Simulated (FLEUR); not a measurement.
Crystal: KBr.

```
Br K
1.0
     0.00000    3.30000    3.30000
     3.30000    0.00000    3.30000
     3.30000    3.30000    0.00000
Br K
1 1
Direct
  0.50000 0.50000 0.50000
  0.00000 0.00000 0.00000
```

Base run:

| Quantity | Value |
| --- | --- |
| Program | FLEUR MaX-R8.1 (later development tree) |
| Functional | r2SCAN |
| Potentials or basis | all-electron |
| Basis | FLAPW |
| Kmax | 4.1 1/bohr |
| k mesh | 7 × 7 × 7 |
| Occupations | fermi-dirac, width 0.05 eV |
| Spin | no spin polarisation |

Its results: band gap on the k mesh 5.05 eV, direct.

Q: The run is repeated on the same cell with these changes: functional from r2SCAN to PBEsol. What comes out?

A: Band gap on the k mesh 4.28 eV, direct.

r2SCAN gives the wider gap, since meta-GGAs in the generalised Kohn-Sham scheme recover part of the derivative discontinuity.

Caveats: the meta-GGA is that of a development version, with a GGA for the radial functions and cores and without core tails (some runs).
